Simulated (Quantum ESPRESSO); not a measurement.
## C in Quantum ESPRESSO: the effect of strain

The system is C.

```
C
1.0
     0.00000    1.71204    1.78337
     1.71204    0.00000    1.78337
     1.71204    1.71204    0.00000
C
2
Direct
  0.75000 0.75000 0.75000
  0.50000 0.50000 0.50000
```

This isn't the form of C at room conditions, which is graphite.

Alike in all runs:

- Program: Quantum ESPRESSO 7.5
- Task: relaxation of the atoms
- Functional: PBE
- Potentials or basis: SSSP 1.3 efficiency PBE
- Cutoff: 748 eV
- Density cutoff: 5987 eV
- k mesh: 13 × 13 × 13
- Occupations: fermi-dirac, width 0.05 eV
- Spin: no spin polarisation
- Kind of strain: biaxial_xy
- Mixing beta: 0.5
- Most SCF iterations: 120
- SCF threshold: 4e-10 Ry
- Most ionic steps: 40
- Forc conv thr: 0.0004 Ry/bohr
- Etot conv thr: 1e-05 Ry

Each run relaxes the cell or the atoms first.

```tsv
strain	gap on the mesh (eV)	pressure (GPa)
-0.04	?	?
-0.02	3.98	21.2
-0.01	4.07	11.2
0	4.16	1.9
0.01	3.86	-6.5
0.02	3.57	-14.3
0.04	3.04	-28.0
```

**Question.** What does the run with strain -0.04 give?

**Answer.** gap on the mesh 3.78 eV; pressure 43.9 GPa.

Worked out: A parabola through the other rows of the gap on the mesh, of slope 24.9 eV per unit of strain there, extrapolates to 3.70 eV, against the run's 3.78. A parabola through the other rows of the pressure, of slope -1170 GPa per unit of strain there, extrapolates to 43.1 GPa, against the run's 43.9.

Caveats: the relaxation stopped at its first step, so nothing moved; an odd mesh through Γ misses points on the zone boundary, where band edges often lie.
